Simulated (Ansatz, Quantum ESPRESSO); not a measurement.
**Si2W: 3 runs at one level of theory**

```
CELL_PARAMETERS angstrom
-1.60690 1.60690 3.91495
1.60690 -1.60690 3.91495
1.60690 1.60690 -3.91495
ATOMIC_POSITIONS crystal
W 0.00000 0.00000 0.00000
Si 0.66530 0.66530 0.00000
Si 0.33470 0.33470 0.00000
```

Alike in all runs: task band structure; functional PBEsol; k mesh 12 × 12 × 12; occupations fermi-dirac, width 0.05 eV; no spin polarisation; no spin-orbit coupling. Pressure is positive in compression and, in plane waves, holds the error of the finite cutoff, which Ansatz's Pulay term estimates and takes out.

```csv
program and potentials,plane-wave cutoff (eV),notes,pressure (GPa)
"Ansatz, PAW datasets made for the crystal",320,4.67 valence electrons an atom on average,-2.00
"Ansatz, all-electron LAPW, scalar-relativistic",-,-,?
"Quantum ESPRESSO, GBRV 1.5 PBEsol",762,7.33 valence electrons an atom on average,-1.92
```

Estimate from the other rows what the run with Ansatz, all-electron LAPW, scalar-relativistic gave.

Pressure -1.99 GPa. The other rows, which needn't bracket it: pressure -2.00 to -1.92.
